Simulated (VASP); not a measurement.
# Os (P6_3/mmc) in VASP: a series of runs

The runs below take Os through relaxation of shape and atoms at fixed volume, relaxation of cell and atoms, with LDA, r2SCAN.

Program: VASP 6.6.1. These are calculated values, not measurements. Logs are shortened: lines on timing, memory, paths and dates and some standing lists are left out, and cuts for length are marked.

## 1. The structure

The structure is hexagonal, space group P6_3/mmc (No. 194). Conventional cell: a = 2.734 Å, b = 2.734 Å, c = 4.320 Å, α = 90.00°, β = 90.00°, γ = 120.00°. Os (site symmetry -6m2) has 12 Os at 2.68 to 2.73 Å as nearest neighbours.

## 2. Relaxation of shape and atoms at fixed volume, LDA (a relaxed cell with its volume scaled by 1.02)

INCAR reads:

```
SYSTEM = Os
ALGO = Normal
EDIFF = 1E-7
EDIFFG = -0.01
ENCUT = 600
IBRION = 2
ISIF = 4
ISMEAR = 1
LASPH = .TRUE.
LCHARG = .FALSE.
LREAL = .FALSE.
LWAVE = .FALSE.
NELM = 80
NSW = 40
PREC = Accurate
SIGMA = 0.1
```

KPOINTS reads:

```
k-points
0
G
  15 15 9
  0 0 0
```

POSCAR reads:

```
Os                                      
1.0
    2.7353762988      0.0000000000      0.0000000000
   -1.3676881495      2.3689053637     -0.0000000000
    0.0000000000     -0.0000000000      4.3233019709
  Os            
     2
Direct
     0.3333333332999970    0.6666666667000030    0.2500000000000000
     0.6666666667000030    0.3333333332999970    0.7500000000000000
```

Potentials or basis: VASP PAW LDA potentials, release 64 (Os).

Started as:

```sh
$ cat potpaw_LDA.64/Os/POTCAR > POTCAR
$ mpirun -np 1 vasp_std > vasp.out
```

OUTCAR:

```text
SYSTEM = Os
   EDIFF = 1E-7
   EDIFFG = -0.01
   ENCUT = 600
   IBRION = 2
   ISIF = 4
   ISMEAR = 1
   LASPH = .TRUE.
   LREAL = .FALSE.
   NELM = 80
   NSW = 40
   PREC = Accurate

 ion  position               nearest neighbor table
   1  0.333  0.667  0.250-   2 2.68   2 2.68   2 2.68   2 2.68   2 2.68   2 2.68
   2  0.667  0.333  0.750-   1 2.68   1 2.68   1 2.68   1 2.68   1 2.68   1 2.68

  LATTYP: Found a hexagonal cell.
 ALAT       =     2.7353762988
 C/A-ratio  =     1.5805145247

  Lattice vectors:

 A1 = (   2.7353762988,   0.0000000000,   0.0000000000)
 A2 = (  -1.3676881495,   2.3689053637,   0.0000000000)
 A3 = (   0.0000000000,   0.0000000000,   4.3233019709)

Analysis of symmetry for initial positions (statically):
=====================================================================
 Subroutine PRICEL returns:
 Original cell was already a primitive cell.

 Routine SETGRP: Setting up the symmetry group for a
 hexagonal supercell.

 Subroutine GETGRP returns: Found 24 space group operations
 (whereof 12 operations were pure point group operations)
 out of a pool of 24 trial point group operations.

The static configuration has the point symmetry D_3d.
 The point group associated with its full space group is D_6h.

Analysis of symmetry for dynamics (positions and initial velocities):
=====================================================================
 Subroutine PRICEL returns:
 Original cell was already a primitive cell.

 Routine SETGRP: Setting up the symmetry group for a
 hexagonal supercell.

 Subroutine GETGRP returns: Found 24 space group operations
 (whereof 12 operations were pure point group operations)
 out of a pool of 24 trial point group operations.

The dynamic configuration has the point symmetry D_3d.
 The point group associated with its full space group is D_6h.

 Subroutine INISYM returns: Found 24 space group operations
 (whereof 12 operations are pure point group operations),
 and found     1 'primitive' translations

----------------------------------------------------------------------------------------

                                     Primitive cell

  volume of cell :      28.0143

  direct lattice vectors                    reciprocal lattice vectors
     2.735376299  0.000000000  0.000000000     0.365580414  0.211067950  0.000000000
    -1.367688149  2.368905364  0.000000000     0.000000000  0.422135901  0.000000000
     0.000000000  0.000000000  4.323301971     0.000000000  0.000000000  0.231304685

  length of vectors
     2.735376299  2.735376299  4.323301971     0.422135901  0.422135901  0.231304685

  position of ions in fractional coordinates (direct lattice)
     0.333333333  0.666666667  0.250000000
     0.666666667  0.333333333  0.750000000

  ion indices of the primitive-cell ions
   primitive index   ion index
                 1           1
                 2           2

----------------------------------------------------------------------------------------

 KPOINTS: k-points

Automatic generation of k-mesh.
 Grid dimensions read from file:
 generate k-points for:   15   15    9

 Generating k-lattice:

  Cartesian coordinates                     Fractional coordinates (reciprocal lattice)
     0.024372028  0.014071197  0.000000000     0.066666667  0.000000000  0.000000000
     0.000000000  0.028142393  0.000000000     0.000000000  0.066666667  0.000000000
     0.000000000  0.000000000  0.025700521     0.000000000  0.000000000  0.111111111

  Length of vectors
     0.028142393  0.028142393  0.025700521

  Shift w.r.t. Gamma in fractional coordinates (k-lattice)
     0.000000000  0.000000000  0.000000000

 Subroutine IBZKPT returns following result:
 ===========================================

 Found    135 irreducible k-points:

 Following reciprocal coordinates:
            Coordinates               Weight
  0.000000  0.000000  0.000000      1.000000
  0.066667  0.000000  0.000000      6.000000
  0.133333 -0.000000  0.000000      6.000000
  0.200000  0.000000  0.000000      6.000000
  0.266667 -0.000000  0.000000      6.000000
  0.333333 -0.000000  0.000000      6.000000
[... 16 lines left out ...]
  0.333333  0.200000  0.000000     12.000000
  0.400000  0.200000  0.000000      6.000000
 [... further k-points ...]
   k-points           NKPTS =    135   k-points in BZ     NKDIM =    135   number of bands    NBANDS=     12
   number of dos      NEDOS =    301   number of ions     NIONS =      2
   total plane-waves  NPLWV =  20736
   dimension x,y,z NGX =    24 NGY =   24 NGZ =   36
   dimension x,y,z NGXF=    48 NGYF=   48 NGZF=   72
   ions per type =               2
   NGX,Y,Z   is equivalent  to a cutoff of  14.59, 14.59, 13.84 a.u.
   NGXF,Y,Z  is equivalent  to a cutoff of  29.17, 29.17, 27.69 a.u.
 SYSTEM =  Os
   PREC   = accura    normal or accurate (medium, high low for compatibility)
   ISTART =      0    job   : 0-new  1-cont  2-samecut
   ICHARG =      2    charge: 1-file 2-atom 10-const
   ISPIN  =      1    spin polarized calculation?
   LNONCOLLINEAR =      F non collinear calculations
   LSORBIT =      F    spin-orbit coupling
   LASPH  =      T    aspherical Exc in radial PAW
   ENCUT  =  600.0 eV  44.10 Ry    6.64 a.u.   5.46  5.46  8.63*2*pi/ulx,y,z
   NELM   =     80;   NELMIN=  2; NELMDL= -5     # of ELM steps
   EDIFF  = 0.1E-06   stopping-criterion for ELM
   LREAL  =      F    real-space projection
   EDIFFG = -.1E-01   stopping-criterion for IOM
   NSW    =     40    number of steps for IOM
   IBRION =      2    ionic relax: 0-MD 1-quasi-New 2-CG
   NFREE  =      1    steps in history (QN), initial steepest desc. (CG)
   ISIF   =      4    stress and relaxation
   ISYM   =      2    0-nonsym 1-usesym 2-fastsym
   POTIM  = 0.5000    time-step for ionic-motion
   TEBEG  =    0.0;   TEEND  =   0.0 temperature during run
   PSTRESS=    0.0 pullay stress
   NELECT =      16.0000    total number of electrons
   NUPDOWN=      -1.0000    fix difference up-down
   EMIN   =  10.00;   EMAX   =-10.00  energy-range for DOS
   EFERMI =   0.00;   METHOD = LEGACY
   ISMEAR =     1;   SIGMA  =   0.10  broadening in eV -4-tet -1-fermi 0-gaus
   EFERMI_NEDOS =   21; number of points for ismear=-14 and -15
   IALGO  =     38    algorithm
   IMIX   =      4    mixing-type and parameters
     AMIX     =   0.40;   BMIX     =  1.00
     AMIX_MAG =   1.60;   BMIX_MAG =  1.00
  volume/ion in A,a.u.               =      14.01        94.53
  Fermi-wavevector in a.u.,A,eV,Ry     =   1.358276  2.566770 25.101576  1.844914
  Thomas-Fermi vector in A             =   2.485123
   LORBIT       =      0    0 simple, 1 ext, 2 COOP (PROOUT), +10 PAW based schemes
   GGA     = CA    functional components
   LHFCALC =     F    Hartree Fock is set to
   AEXX    =    0.0000 exact exchange contribution
   IVDW    =     0    specifies the selected vdW correction
   LEPSILON=     F    determine dielectric tensor
   LRPA    =     F    only Hartree local field effects (RPA)
 conjugate gradient relaxation of ions
 non-spin polarized calculation
 Methfessel and Paxton  Order N= 1 SIGMA  =   0.10
  energy-cutoff  :      600.00
  volume of cell :       28.01
 maximum number of plane-waves:       965
 NGX is ok and might be reduce to    24
   NGX = 11   NGY = 11   NGZ = 17

--------------------------------------- Ionic step        1  -------------------------------------------

 number of electron      16.0000001 magnetization

 Free energy of the ion-electron system (eV)
  ---------------------------------------------------
  ext. energy  EPLUGINS =         0.00000000
  ---------------------------------------------------
  free energy    TOTEN  =       -25.30192508 eV

  energy without entropy =      -25.30303593  energy(sigma->0) =      -25.30229536

------------------------ aborting loop because EDIFF is reached ----------------------------------------

  FORCE on cell =-STRESS in cart. coord.  units (eV):
  Direction    XX          YY          ZZ          XY          YZ          ZX
  --------------------------------------------------------------------------------------
  -------------------------------------------------------------------------------------
  Total       -1.4719178     -1.4719178     -1.5593791      0.0000000      0.0000000      0.0000000
  in kB      -84.1809395    -84.1809395    -89.1829713      0.0000000      0.0000000      0.0000000
  external PRESSURE =     -85.8482834 kB  Pullay stress =       0.0000000 kB
[... 57 lines left out ...]
  energy  without entropy=      -25.3030623565  energy(sigma->0) =      -25.30227526

--------------------------------------- Ionic step        3  -------------------------------------------

 number of electron      16.0000001 magnetization

 Free energy of the ion-electron system (eV)
  ---------------------------------------------------
  ext. energy  EPLUGINS =         0.00000000
  ---------------------------------------------------
  free energy    TOTEN  =       -25.30194790 eV

  energy without entropy =      -25.30308907  energy(sigma->0) =      -25.30232829

 E-fermi :   9.3570     XC(G=0): -14.1727

 val. band max:        9.3518705337   @ k =   0.1333  -0.0000   0.3333
 cond. band min:       9.3906392605   @ k =   0.2667   0.0667   0.0000
 fundamental gap:      0.0387687268
 Fermi energy:         9.3569621029

 k-point     1 :       0.0000    0.0000    0.0000
  band No.  band energies     occupation
      1      -1.4856      2.00000
      2       1.6201      2.00000
      3       6.3064      2.00000
      4       6.3064      2.00000
      5       6.5605      2.00000
      6       7.1443      2.00000
      7       7.1443      2.00000
      8       7.7940      2.00000
      9       7.7940      2.00000
     10       9.5162     -0.04680
     11      11.0412     -0.00000
     12      11.0412     -0.00000
[... 331 lines left out ...]
 k-point    24 :       0.4000    0.2000    0.0000
  band No.  band energies     occupation
      1       2.9280      2.00000
      2       3.2942      2.00000
      3       3.3451      2.00000
      4       5.4415      2.00000
      5       5.6984      2.00000
      6       6.4570      2.00000
      7       7.7344      2.00000
      8      10.7808     -0.00000
      9      11.3805      0.00000
     10      11.5941      0.00000
     11      14.4516      0.00000
     12      15.1023      0.00000

 [... further k-points ...]

------------------------ aborting loop because EDIFF is reached ----------------------------------------

  FORCE on cell =-STRESS in cart. coord.  units (eV):
  Direction    XX          YY          ZZ          XY          YZ          ZX
  --------------------------------------------------------------------------------------
  -------------------------------------------------------------------------------------
  Total       -1.4982511     -1.4982511     -1.4984721      0.0000000      0.0000000      0.0000000
  in kB      -85.6869781    -85.6869781    -85.6996198      0.0000000      0.0000000      0.0000000
  external PRESSURE =     -85.6911920 kB  Pullay stress =       0.0000000 kB
[... 17 lines left out ...]
  FREE ENERGIE OF THE ION-ELECTRON SYSTEM (eV)
  ---------------------------------------------------
  free  energy   TOTEN  =       -25.3019478967 eV

  energy  without entropy=      -25.3030890732  energy(sigma->0) =      -25.30232829

 reached required accuracy - stopping structural energy minimisation
```

It took 29 s on 1 thread of Intel Xeon 6975P-C (Granite Rapids), shared host; peak memory 0.18 GiB.

Results:

- Free energy: -25.3019 eV
- Energy gained by relaxing: 0.0 meV/atom
- Ionic steps: 3
- Pressure after relaxing: -8.6 GPa
- Band gap on the k mesh: none (metal or under the smearing width)

Final structure:
```yaml
crystal:
  lattice:
    - [2.73609, 0.00000, 0.00000]
    - [-1.36805, 2.36952, 0.00000]
    - [0.00000, 0.00000, 4.32104]
  atoms:
    - { symbol: Os, position: [0.33333, 0.66667, 0.25000] }
    - { symbol: Os, position: [0.66667, 0.33333, 0.75000] }
```

## 3. Relaxation of shape and atoms at fixed volume, LDA (a relaxed cell with its volume scaled by 1.04)

INCAR is that of step 2.

KPOINTS is that of step 2.

POSCAR reads:

```
Os                                      
1.0
    2.7531389803      0.0000000000      0.0000000000
   -1.3765694902      2.3842882971     -0.0000000000
    0.0000000000     -0.0000000000      4.3513761470
  Os            
     2
Direct
     0.3333333332999970    0.6666666667000030    0.2500000000000000
     0.6666666667000030    0.3333333332999970    0.7500000000000000
```

Potentials or basis: VASP PAW LDA potentials, release 64 (Os).

Started as:

```sh
$ cat potpaw_LDA.64/Os/POTCAR > POTCAR
$ mpirun -np 1 vasp_std > vasp.out
```

It took 30 s on 1 thread of Intel Xeon 6975P-C (Granite Rapids), shared host; peak memory 0.18 GiB.

The run converged. Its results:

```yaml
Free_energy: -25.2595 eV
Energy_gained_by_relaxing: 0.0 meV/atom
Ionic_steps: 3
Pressure_after_relaxing: -16.2 GPa
Band_gap_on_the_k_mesh: none (metal or under the smearing width)
```

Final structure:
```
Os
1.0
     2.75465    0.00000    0.00000
    -1.37733    2.38560    0.00000
     0.00000    0.00000    4.34659
Os
2
Cartesian
  0.0000 1.5904 1.0866
  1.3773 0.7952 3.2599
```

Levels at points of the mesh, in eV from the Fermi level:
```tsv
k point	band 5	band 6	band 7	band 8	band 9	band 10	band 11	band 12
(0.00, 0.00, 0.00)	-2.71	-2.15	-2.15	-1.53	-1.53	0.17	1.64	1.64
```

## 4. Relaxation of shape and atoms at fixed volume, LDA (a relaxed cell with its volume scaled by 1.06)

INCAR is that of step 3.

KPOINTS is that of step 3.

POSCAR reads:

```
Os                                      
1.0
    2.7706753702      0.0000000000      0.0000000000
   -1.3853376851      2.3994752562     -0.0000000000
    0.0000000000     -0.0000000000      4.3790926659
  Os            
     2
Direct
     0.3333333332999970    0.6666666667000030    0.2500000000000000
     0.6666666667000030    0.3333333332999970    0.7500000000000000
```

Started as:

```sh
$ cat potpaw_LDA.64/Os/POTCAR > POTCAR
$ mpirun -np 1 vasp_std > vasp.out
```

Wall time 31 s (1 thread of Intel Xeon 6975P-C (Granite Rapids), shared host); peak memory 0.18 GiB.

It converged, with:

```
Free energy               : -25.1925 eV
Energy gained by relaxing : 0.1 meV/atom
Ionic steps               : 3
Pressure after relaxing   : -23.0 GPa
Band gap on the k mesh    : none (metal or under the smearing width)
```

The path:
```csv
step,energy change (eV),largest force (eV/Å),pressure (GPa)
1,0.0000,0.0000,-23.00
2,0.0002,0.0000,-22.88
3,-0.0002,0.0000,-22.96
```

Final structure:
```cif
data_structure
_symmetry_space_group_name_H-M 'P 1'
_symmetry_Int_Tables_number 1
_cell_length_a 2.7730
_cell_length_b 2.7730
_cell_length_c 4.3717
_cell_angle_alpha 90.000
_cell_angle_beta 90.000
_cell_angle_gamma 120.000
_cell_volume 29.11
loop_
_atom_site_label
_atom_site_type_symbol
_atom_site_fract_x
_atom_site_fract_y
_atom_site_fract_z
_atom_site_occupancy
Os1 Os 0.33333 0.66667 0.25000 1
Os2 Os 0.66667 0.33333 0.75000 1
```

Levels at points of the mesh, in eV from the Fermi level:
```tsv
k point	band 4	band 5	band 6	band 7	band 8	band 9	band 10	band 11	band 12
(0.00, 0.00, 0.00)	-2.88	-2.62	-2.09	-2.09	-1.49	-1.49	0.18	1.59	1.59
```

## 5. Relaxation of cell and atoms, r2SCAN

INCAR reads:

```
  ALGO = Normal
  EDIFF = 1E-6
  EDIFFG = -0.01
  ENCUT = 600
  IBRION = 2
  ISIF = 3
  ISMEAR = 1
  LASPH = True
  LCHARG = False
  LMIXTAU = True
  LREAL = False
  LWAVE = False
  METAGGA = R2SCAN
  NELM = 80
  NSW = 90
  PREC = Accurate
  SIGMA = 0.1
```

KPOINTS reads:

```
k-points
0
Gamma
  15 15 9
```

POSCAR reads:

```
Os
1.0
    2.7341000000      0.0000000000      0.0000000000
   -1.3670500000      2.3678000565      0.0000000000
    0.0000000000      0.0000000000      4.3197000000
Os
2
Direct
    0.3333333333      0.6666666667      0.2500000000
    0.6666666667      0.3333333333      0.7500000000
```

Potentials or basis: VASP PAW PBE potentials, release 64 (Os).

Started as:

```sh
$ cat potpaw_PBE.64/Os/POTCAR > POTCAR
$ mpirun -np 1 vasp_std > vasp.out
```

It took 4.3 min on 1 thread of Intel Xeon Platinum 8488C (Sapphire Rapids), shared host; peak memory 0.21 GiB.

It converged, with:

| Item | Value |
| --- | --- |
| Free energy | -106.0131 eV |
| Relaxed volume | 14.05 Å³/atom |
| Relaxed cell | a = 2.738 Å, b = 2.738 Å, c = 4.327 Å, α = 90.00°, β = 90.00°, γ = 120.00° |
| Space group after relaxing (to 0.05 Å) | P6_3/mmc (No. 194) |
| Energy gained by relaxing | 0.4 meV/atom |
| Ionic steps | 3 |
| Pressure after relaxing | 0.0 GPa |
| Band gap on the k mesh | none (metal or under the smearing width) |

Step by step:
```
step  energy change (eV)  largest force (eV/Å)  pressure (GPa)  volume (Å³)
   1              0.0000                0.0000            2.00        27.96
   2              0.0154                0.0000           -8.58        28.68
   3             -0.0008                0.0000            0.00        28.09
```

Final structure:
```
Os
1.0
     2.73811    0.00000    0.00000
    -1.36906    2.37127    0.00000
     0.00000    0.00000    4.32657
Os
2
Cartesian
  0.0000 1.5809 1.0816
  1.3691 0.7904 3.2449
```

Levels at points of the mesh, in eV from the Fermi level:
```
           k point  band 5  band 6  band 7  band 8  band 9  band 10  band 11  band 12
(0.00, 0.00, 0.00)   -2.89   -2.30   -2.30   -1.63   -1.63     0.00     1.74     1.74
```

Caveat: the PAW data sets were made with another functional, which shifts forces and pressure a little. Zero-point motion and thermal expansion aren't in these numbers.

## 6. Relaxation of cell and atoms, r2SCAN

This run uses another cell than the first one, of 14.05 Å³/atom, 1.005 times its volume.

Edit INCAR of step 5 so:

```diff
@@ -1,4 +1,4 @@
   ALGO = Normal
-  EDIFF = 1E-6
-  EDIFFG = -0.01
+  EDIFF = 1E-7
+  EDIFFG = -0.005
   ENCUT = 600
```

KPOINTS is that of step 5.

POSCAR reads:

```
Os                                      
1.0
    2.7381124787      0.0000000000      0.0000000000
   -1.3690562393      2.3712749649     -0.0000000000
    0.0000000000      0.0000000000      4.3265715825
  Os            
     2
Direct
     0.3333333332999970    0.6666666667000030    0.2500000000000000
     0.6666666667000030    0.3333333332999970    0.7500000000000000
```

Potentials or basis: VASP PAW PBE potentials, release 64 (Os).

Started as:

```sh
$ cat potpaw_PBE.64/Os/POTCAR > POTCAR
$ mpirun -np 1 vasp_std > vasp.out
```

Wall time 2.2 min (1 thread of Intel Xeon Platinum 8488C (Sapphire Rapids), shared host); peak memory 0.2 GiB.

Results (log left out):

* Free energy: -106.0131 eV
* Pressure after relaxing: 0.0 GPa
* Band gap on the k mesh: none (metal or under the smearing width)

Final structure:
```
CELL_PARAMETERS angstrom
2.73811 0.00000 0.00000
-1.36906 2.37127 0.00000
0.00000 0.00000 4.32657
ATOMIC_POSITIONS crystal
Os 0.33333 0.66667 0.25000
Os 0.66667 0.33333 0.75000
```

Levels at points of the mesh, in eV from the Fermi level:
```csv
k point,band 4,band 5,band 6,band 7,band 8,band 9,band 10,band 11,band 12
"(0.00, 0.00, 0.00)",-3.16,-2.89,-2.30,-2.30,-1.63,-1.63,0.00,1.74,1.74
```

Caveat: the relaxation stopped at its first step, so nothing moved; the PAW data sets were made with another functional, which shifts forces and pressure a little.

## 7. The runs side by side

| task | level | potentials or basis | cell | gap on the mesh (eV) | pressure (GPa) |
| --- | --- | --- | --- | --- | --- |
| relaxation of shape and atoms at fixed volume | LDA | VASP PAW LDA potentials, release 64 (Os) | atoms relaxed at fixed volume from: a relaxed cell with its volume scaled by 1.02 | none | -8.6 |
| relaxation of shape and atoms at fixed volume | LDA | VASP PAW LDA potentials, release 64 (Os) | atoms relaxed at fixed volume from: a relaxed cell with its volume scaled by 1.04 | none | -16.2 |
| relaxation of shape and atoms at fixed volume | LDA | VASP PAW LDA potentials, release 64 (Os) | atoms relaxed at fixed volume from: a relaxed cell with its volume scaled by 1.06 | none | -23.0 |
| relaxation of cell and atoms | r2SCAN | VASP PAW PBE potentials, release 64 (Os) | relaxed | none | 0.0 |

Alike in all rows: no spin polarisation; k mesh 15 × 15 × 9; cutoff (eV) 600; smearing methfessel-paxton 0.1 eV.

Caveats: the relaxation stopped at its first step, so nothing moved (some runs); the PAW data sets were made with another functional, which shifts forces and pressure a little (some runs).

Absolute energies hang on the potentials; compare differences alone.
